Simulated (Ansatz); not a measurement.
**NaF: response to a displaced atom**

Aim: deform NaF (atom 1 (Na) moved by (0.035, 0.035, 0.000) Å) and compute stress, forces and field gradients with LAPW, PAW and all-electron datasets made for the crystal.

Program: Ansatz 0.2.0. Level of theory: DFT PBE, scalar-relativistic. These are calculated values, not measurements.

**1. The starting structure**

It takes space group Fm-3m (No. 225, cubic). The conventional cell has a = 4.647 Å, b = 4.647 Å, c = 4.647 Å, α = 90.00°, β = 90.00°, γ = 90.00°. Na (site symmetry m-3m) has 6 F at 2.32 Å as nearest neighbours. Around F (site symmetry m-3m) lie 6 Na at 2.32 Å.

As a file:

```
Na F
1.0
     0.00000    2.32330    2.32330
     2.32330    0.00000    2.32330
     2.32330    2.32330    0.00000
Na F
1 1
Direct
  0.00000 0.00000 0.00000
  0.50000 0.50000 0.50000
```

Atoms are numbered in the order of the input: Na1, F2.

**2. After the deformation**

Space group Fm-3m before, Imm2 after.

**3. LAPW, all electrons**

Input file input.yaml:

```yaml
crystal:
  lattice:
    - [0.0, 2.3233, 2.3233]
    - [2.3233, 0.0, 2.3233]
    - [2.3233, 2.3233, 0.0]
  atoms:
    - { symbol: Na, position: [0.0, 0.0, 0.0152175784] }
    - { symbol: F, position: [0.5, 0.5, 0.5] }
kpoints:
  mp_grid: { grid: [11, 11, 11] }
scf:
  occupations: { method: fermi_dirac, width: 0.03 }
hamiltonian:
  xc: pbe
  pseudopotentials: { kind: all_electron, lapw: { basis_error: 0.0005 } }
output:
  forces: true
  stress: true
  eigenvalues: true
```

Standard output (excerpt; [...] marks lines left out):

```text
LAPW: plane waves up to 8.729 Å⁻¹, error target 5.0e-4 eV per atom; small_component_spin mean_spin; F in spheres of 1.143 Å, 7 of its electrons in bands, Dirac shells []; Na in spheres of 1.145 Å, 9 of its electrons in bands, Dirac shells []
[...]
Pseudopotentials: kind: all_electron
Pseudopotential: Na, LAPW, valence charge 9, Koelling and Harmon's equation, gaussian nucleus
Pseudopotential: F, LAPW, valence charge 7, Koelling and Harmon's equation, gaussian nucleus
Functional definition: PBE
[...]
Crystal: 2 atoms, lattice volume = 25.081 Å³
Basis set: ecut = 290.3137435805232 eV, 283 PW (Γ), exchange–correlation at level 2
Bands: 12, of which v1, the nominal top of the filled ones, is band 8 counted from 1 (7 counted from 0)
Symmetry: 4 space group operations
Space group: Imm2 (ITA 44), of the structure as read, at distance tolerance 2.9e-5 Å
k-points: 216 of 1331 (time reversal used)
[...]
SCF iter   1: F=—  HF=-7142.389239 eV  |F-HF|=—  |Δ(HF+E_count)|=         —  Δρ=5.16e-2  dr2=8.46e-1  ethr=5.29e-3  ⟨swp⟩=2.0  Hψ=16601  notcnv=0
[...]
the basis was enlarged: its passes take 367.2 KiB over the memory plan, 1 of 1 planned eigensolver slots
[...]
SCF iter   7: F=-7141.501751 eV  HF=-7141.501751 eV  |F-HF|=2.27e-8  |Δ(HF+E_count)|=   6.94e-7  Δρ=7.98e-6  dr2=1.83e-8  ethr=1.60e-8  ⟨swp⟩=2.9  Hψ=7123  notcnv=0
[...]
SCF converged after 7 iterations
Free energy (F): -7141.501751 eV
[...]
E sigma→0 (E₀):  -7141.501751 eV
Fermi energy:    3.935270 eV
[...]
--- Forces (eV/Å), atoms counted from 1 ---
  atom   1  Na    -0.08097493    -0.08097493     0.00000000
  atom   2  F      0.08097826     0.08097826     0.00000000
[...]
--- Stress (GPa, compression-positive) ---
        1.842959      -0.032090      -0.000000
       -0.032090       1.842959       0.000000
       -0.000000       0.000000       1.703792
  P = ⅓ Tr σ = 1.7966 GPa (17.966 kbar)
--- Band table (eV; the first three rows and the last of 216) ---
  k-point 0: bands = ["-46.3571", "-18.4045", "-18.2236", "-18.2235", "-18.2123", "0.7526", "0.7531", "0.7535", "7.0199", "19.6811", "19.6879", "19.6909"]
[...]
```

Wall time 33 s (1 thread, shared host).

In short: pressure 1.80 GPa; gap on the k mesh 6.27 eV (an odd mesh misses the zone boundary); largest force 0.115 eV/Å.

**4. Frozen-core PAW**

Edit input.yaml of step 3 so:

```diff
@@ -14,3 +14,3 @@
   xc: pbe
-  pseudopotentials: { kind: all_electron, lapw: { basis_error: 0.0005 } }
+  pseudopotentials: { kind: paw }
 output:
@@ -19 +19,2 @@
   eigenvalues: true
+  efg: { contact_densities: true }
```

Standard output:

```text
Engine: ansatz 0.2.0
Pseudopotentials: kind: paw
Pseudopotential: Na, paw, valence charge 9, recommended cutoff 420 eV (normal)
Pseudopotential: F, paw, valence charge 7, recommended cutoff 420 eV (normal)
[... 1 set-up line as earlier in the session ...]
  parameter kappa = 0.804
  parameter beta = 0.06672455060314922
  exchange = pbe_x(kappa = kappa, mu = beta*pi^2/3)
  correlation = pbe_c(beta = beta)
Crystal: 2 atoms, lattice volume = 25.081 Å³
Basis set: ecut = 420 eV, 531 PW (Γ), exchange–correlation on 48×48×48 points (8 copies of the dense FFT grid, shifted against one another)
Bands: 12, of which v1, the nominal top of the filled ones, is band 8 counted from 1 (7 counted from 0)
[... 2 set-up lines as earlier in the session ...]
k-points: 216 of 1331 (time reversal used)
Non-local potential: Na, projectors of the file, l = 0: 3, l = 1: 2, l = 2: 1
Non-local potential: F, projectors of the file, l = 0: 2, l = 1: 2, l = 2: 1
PAW form: soft (Blöchl's): semilocal exchange-correlation on the pseudo side does not see the compensation charge
PAW one-centre angular grid: Na, 110 points (default); XC on 64 Gauss nodes
PAW one-centre angular grid: F, 110 points (default); XC on 64 Gauss nodes
Initial density: superposition of atomic densities (neutral atoms: chi_scale 0, normalization atom), corrected by the library's trained network
Initial wavefunctions: pseudopotential atomic-orbital guess
Functional: x = pbe(κ = 0.804, μ = 0.2195149727645171), c = pbe(β = 0.06672455060314922)
SCF iter   1: F=—  HF=-2297.424084 eV  |F-HF|=—  |Δ(HF+E_count)|=         —  Δρ=7.66e-4  dr2=9.80e-5  ethr=1.77e-3  ⟨swp⟩=5.7  Hψ=14542  notcnv=0
preconditioner: auto → none  [insulator: Δε(μ)=6.267 eV  Ē_g=26.338 eV  σ=0.030 eV  W_gap=1.00  n_scr=8 (ndim 8)  ℏωp=27.7 eV  f_vac=0.111  D(μ)=0.00/eV (n_scr^D=0)  ε∞_Penn≈2.1]
SCF iter   2: F=—  HF=-2297.423718 eV  |F-HF|=—  |Δ(HF+E_count)|=   3.66e-4  Δρ=1.05e-3  dr2=1.57e-4  ethr=6.12e-7  ⟨swp⟩=2.2  Hψ=6330  notcnv=0
SCF iter   3: F=—  HF=-2297.423688 eV  |F-HF|=—  |Δ(HF+E_count)|=   2.97e-5  Δρ=3.45e-4  dr2=1.43e-5  ethr=6.12e-7  ⟨swp⟩=2.0  Hψ=3157  notcnv=0
SCF iter   4: F=—  HF=-2297.423703 eV  |F-HF|=—  |Δ(HF+E_count)|=   1.48e-5  Δρ=3.93e-5  dr2=1.32e-7  ethr=8.93e-8  ⟨swp⟩=2.1  Hψ=3375  notcnv=0
SCF iter   5: F=—  HF=-2297.423704 eV  |F-HF|=—  |Δ(HF+E_count)|=   1.23e-6  Δρ=4.31e-5  dr2=3.20e-7  ethr=8.26e-10  ⟨swp⟩=2.0  Hψ=4184  notcnv=0
SCF iter   6: F=-2297.423704 eV  HF=-2297.423704 eV  |F-HF|=3.52e-8  |Δ(HF+E_count)|=   8.46e-8  Δρ=1.49e-5  dr2=3.90e-8  ethr=6.25e-10  ⟨swp⟩=2.1  Hψ=8429  notcnv=0
SCF 1 converged in 6 iterations: F = -2297.423704 eV  dr2 = 3.90e-8
SCF converged after 6 iterations
Free energy (F): -2297.423704 eV
Harris-Foulkes:  -2297.423704 eV  (|F-HF|=3.52e-8)
Internal energy: -2297.423704 eV  (E = F + TS)
E sigma→0 (E₀):  -2297.423704 eV
Fermi energy:    4.143299 eV
--- Per-component energies (eV) ---
  E_band       = -234.547906
  E_kinetic    = 329.188716
  E_local      = -1698.183394  (includes V_loc(G=0)·N_el)
  E_nonlocal   = 188.690697
  E_hartree    = 602.805998
  E_xc         = -120.188190
  E_vxc        = -154.167304  (∫ρ·V_xc dr)
  E_paw        = -463.634232  (= ΣΔE_a)
  E_vpaw       = -105.684435  (= ΣTr[D̂ρ^β])
  E_aug_tail   = 0.002010  (compensation charges beyond the density's cutoff)
  E_ewald      = -1136.105309
  E_smearing   = -0.000000  (= −TS)
  E_closure    = -0.000000  (closes the sum)
  Σ components = -2297.423704   (vs F -2297.423704, Δ=0.00e0)
--- Forces (eV/Å), atoms counted from 1 ---
  atom   1  Na    -0.08044670    -0.08044670     0.00000000
  atom   2  F      0.08044951     0.08044951     0.00000000
  max |Σ_I F_I| component: 2.81e-6 eV/Å
--- Stress (GPa, compression-positive) ---
        1.816438      -0.031851      -0.000000
       -0.031851       1.816438       0.000000
       -0.000000       0.000000       1.678566
  P = ⅓ Tr σ = 1.7705 GPa (17.705 kbar)
--- PAW observables at the nuclei: V_zz in 10²¹ V/m², potentials from the cell's mean, atoms counted from 1 ---
  atom   1  Na V_zz =    -0.017343   η = 0.4410   by run symmetry: allowed
            electrostatic potential = -976.634051 V   contact ρ = 5904.325695 e/Å³
  atom   2  F  V_zz =    +0.011570   η = 0.7456   by run symmetry: allowed
            electrostatic potential = -735.346452 V   contact ρ = 3126.169402 e/Å³
--- Band table (eV; the first three rows and the last of 216) ---
  k-point 0: bands = ["-46.1421", "-18.1992", "-18.0074", "-18.0073", "-17.9967", "0.9577", "0.9583", "0.9586", "7.2305", "19.8892", "19.8960", "19.8990"]
  k-point 1: bands = ["-46.1411", "-18.3368", "-18.0085", "-18.0082", "-17.8491", "0.7973", "0.9378", "0.9386", "7.5258", "18.7818", "20.0163", "20.0241"]
  k-point 2: bands = ["-46.1385", "-18.5178", "-18.0110", "-18.0108", "-17.6413", "0.4095", "0.8843", "0.8851", "8.3052", "17.1642", "20.3455", "20.3530"]
  k-point 215: bands = ["-46.1256", "-18.2048", "-18.1397", "-18.0575", "-17.8050", "-0.2699", "0.4886", "0.5642", "14.0549", "14.2350", "14.6549", "20.4016"]
```

Run time: 6 s. Hardware: 1 thread, shared host.

Read from it: pressure 1.77 GPa; gap on the k mesh 6.27 eV (an odd mesh misses the zone boundary); largest force 0.114 eV/Å.

**5. All-electron PAW on datasets made for the crystal**

Edit input.yaml of step 4 so:

```diff
@@ -14,3 +14,3 @@
   xc: pbe
-  pseudopotentials: { kind: paw }
+  pseudopotentials: { kind: all_electron, datasets: crystal }
 output:
```

Standard output (excerpt; [...] marks lines left out):

```text
[...]
[... 1 set-up line as earlier in the session ...]
Pseudopotential: Na, paw, valence charge 9, recommended cutoff 300 eV (normal), Koelling and Harmon's equation, gaussian nucleus
Pseudopotential: F, paw, valence charge 7, recommended cutoff 300 eV (normal), Koelling and Harmon's equation, gaussian nucleus
[... 1 set-up line as earlier in the session ...]
[...]
Crystal: 2 atoms, lattice volume = 25.081 Å³
Basis set: ecut = 300 eV, 307 PW (Γ), exchange–correlation on 40×40×40 points (8 copies of the dense FFT grid, shifted against one another)
Bands: 12, of which v1, the nominal top of the filled ones, is band 8 counted from 1 (7 counted from 0)
[... 2 set-up lines as earlier in the session ...]
k-points: 216 of 1331 (time reversal used)
[...]
--- Forces (eV/Å), atoms counted from 1 ---
  atom   1  Na    -0.08093759    -0.08093759     0.00000000
  atom   2  F      0.08092883     0.08092883     0.00000000
[...]
--- Stress (GPa, compression-positive) ---
        1.844549      -0.032047       0.000000
       -0.032047       1.844549       0.000000
       -0.000000       0.000000       1.705699
  P = ⅓ Tr σ = 1.7983 GPa (17.983 kbar)
--- PAW observables at the nuclei: V_zz in 10²¹ V/m², potentials from the cell's mean, atoms counted from 1 ---
  atom   1  Na V_zz =    -0.017778   η = 0.4217   by run symmetry: allowed
            electrostatic potential = -976.570122 V   contact ρ = 5907.158198 e/Å³
  atom   2  F  V_zz =    +0.011560   η = 0.5549   by run symmetry: allowed
            electrostatic potential = -735.369034 V   contact ρ = 3127.160317 e/Å³
--- Band table (eV; the first three rows and the last of 216) ---
  k-point 0: bands = ["-46.3572", "-18.4041", "-18.2238", "-18.2237", "-18.2125", "0.7529", "0.7535", "0.7539", "7.0202", "19.6811"]
[...]
```

Run time: 24 s. Hardware: 1 thread, shared host.

Read from it: pressure 1.80 GPa; gap on the k mesh 6.27 eV (an odd mesh misses the zone boundary); largest force 0.114 eV/Å.

**6. Side by side**

Stress (GPa, compression positive):

| method | xx | yy | zz | yz | xz | xy |
| --- | --- | --- | --- | --- | --- | --- |
| LAPW | 1.84 | 1.84 | 1.70 | 0.00 | 0.00 | -0.03 |
| PAW | 1.82 | 1.82 | 1.68 | 0.00 | 0.00 | -0.03 |
| crystal datasets | 1.84 | 1.84 | 1.71 | 0.00 | 0.00 | -0.03 |

Forces (eV/Å):

| atom | LAPW x | LAPW y | LAPW z | PAW x | PAW y | PAW z | crystal datasets x | crystal datasets y | crystal datasets z |
| --- | --- | --- | --- | --- | --- | --- | --- | --- | --- |
| Na1 | -0.081 | -0.081 | 0.000 | -0.080 | -0.080 | 0.000 | -0.081 | -0.081 | 0.000 |
| F2 | 0.081 | 0.081 | 0.000 | 0.080 | 0.080 | 0.000 | 0.081 | 0.081 | 0.000 |

```
          method  pressure (GPa)  gap on the k mesh (eV)  largest force (eV/Å)  Vzz Na1 (10²¹ V/m²)  Vzz F2 (10²¹ V/m²)  SCF cycles, all passes  time
            LAPW            1.80                    6.27                 0.115                    –                   –                       7  33 s
             PAW            1.77                    6.27                 0.114                -0.02                0.01                       6   6 s
crystal datasets            1.80                    6.27                 0.114                -0.02                0.01                       8  24 s
```

**7. Summary of results**

| quantity | value |
| --- | --- |
| pressure | LAPW 1.80, PAW 1.77, crystal datasets 1.80 GPa |
| largest shear or deviatoric stress (LAPW) | 0.09 GPa |
| force on Na1 along the move | -0.115 eV/Å |

**Reading.** The force on Na1 points against the move, a stiffness of 2.29 eV/Å² with all periodic images moving together. No run of the undeformed cell stands beside it, so the pressure holds what the given cell had before the change. PAW: stress within 0.03 GPa of LAPW, forces within 1 meV/Å. Crystal datasets: stress within 0.01 GPa of LAPW, forces within 1 meV/Å.
